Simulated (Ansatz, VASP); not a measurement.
**Mo2S: VASP beside Ansatz**

```xyz
3
Lattice="4.2555 0.0000 0.0000 -2.1277 3.6853 0.0000 0.0000 0.0000 3.0582" Properties=species:S:1:pos:R:3 pbc="T T T"
Mo    0.0000    2.4569    1.5291
Mo    2.1277    1.2284    1.5291
S     0.0000    0.0000    0.0000
```

Alike in both runs: functional PBE; k mesh 6 × 6 × 6; occupations gaussian, width 0.1 eV; no spin polarisation.

Ansatz relaxed the structure, and its values are those at the end. VASP's run is a single point on that final structure, the one shown.

|  | VASP | Ansatz |
| --- | --- | --- |
| version | VASP 6.6.1 | Ansatz 0.2.0 |
| potentials or method | VASP PAW PBE potentials, release 64 (Mo_sv, S) | scalar-relativistic, plane waves, PAW |
| plane-wave cutoff (eV) | 520 | 420 |
| valence electrons in the cell | 34 | 34 |

```tsv
	VASP	Ansatz	Ansatz less VASP
gap on the k mesh at the Fermi level (eV)	none	none	-
pressure (GPa)	0.5	0.0	-0.41
```

A gap of «none» marks a metal or a gap that the smearing closes. The functional is the same, so the differences come from potentials, cutoffs and numerics.
